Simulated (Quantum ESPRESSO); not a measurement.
A run of Quantum ESPRESSO 7.5 is set up as follows.

run.py

```python
import numpy as np
from ase.calculators.espresso import Espresso, EspressoProfile
from ase.io import read

atoms = read('POSCAR')

input_data = {
    'control': {'calculation': 'scf', 'prefix': 'pwscf', 'outdir': './tmp', 'tprnfor': True, 'tstress': True, 'disk_io': 'low'},
    'system': {'ecutwfc': 45.0, 'ecutrho': 360.0, 'nbnd': 12, 'occupations': 'smearing', 'smearing': 'fd', 'degauss': 0.00367493},
    'electrons': {'conv_thr': 2e-10, 'electron_maxstep': 120, 'mixing_beta': 0.5},
}
pseudopotentials = {'Nb': 'nb_pbesol_v1.uspp.F.UPF'}
profile = EspressoProfile(command='mpirun -n 2 pw.x -nk 2', pseudo_dir='pseudo')
dft = Espresso(profile=profile, input_data=input_data, pseudopotentials=pseudopotentials, kpts=(11, 11, 11), koffset=(0, 0, 0))
atoms.calc = dft

from ase.optimize import FIRE
from ase.filters import FrechetCellFilter
done = FIRE(FrechetCellFilter(atoms), trajectory='opt.traj').run(fmax=0.02, steps=30)
print('converged', done)
print('cell (A)', np.round(atoms.cell.cellpar(), 5))
print(f'energy {atoms.get_potential_energy():.8f} eV')
print('forces (eV/A)')
print(np.round(atoms.get_forces(), 6))
print('stress (eV/A^3, Voigt)')
print(np.round(atoms.get_stress(), 8))
print(f'Fermi level {dft.get_fermi_level():.4f} eV')
```

Contents of POSCAR:

```
Nb
1.0
   -1.6639500000      1.6639500000      1.6639500000
    1.6639500000     -1.6639500000      1.6639500000
    1.6639500000      1.6639500000     -1.6639500000
Nb
1
Direct
    0.0000000000      0.0000000000      0.0000000000
```

Potentials or basis: GBRV 1.5 PBEsol.

The run is started by

```bash
$ OMP_NUM_THREADS=1 python run.py
```

Estimate the relaxed cell.

a = 2.835 Å, b = 2.835 Å, c = 2.835 Å, α = 109.47°, β = 109.47°, γ = 109.47°.

Predict the relaxed volume.

17.55 Å³/atom.

Step by step:
```
step  energy change (eV)  largest force (eV/Å)  pressure (GPa)  volume (Å³)
   1              0.0000                0.0000           -8.31        18.43
   2             -0.0186                0.0000           -3.66        17.91
   3             -0.0174                0.0000            3.72        17.19
   4             -0.0187                0.0000            3.15        17.24
   5             -0.0204                0.0000            2.11        17.34
   6             -0.0218                0.0000            0.77        17.46
   7             -0.0221                0.0000           -0.65        17.60
   8             -0.0221                0.0000           -0.63        17.60
   9             -0.0221                0.0000           -0.58        17.59
  10             -0.0221                0.0000           -0.51        17.59
  11             -0.0221                0.0000           -0.42        17.58
  12             -0.0222                0.0000           -0.32        17.57
  13             -0.0221                0.0000           -0.21        17.56
  14             -0.0221                0.0000           -0.08        17.55
```
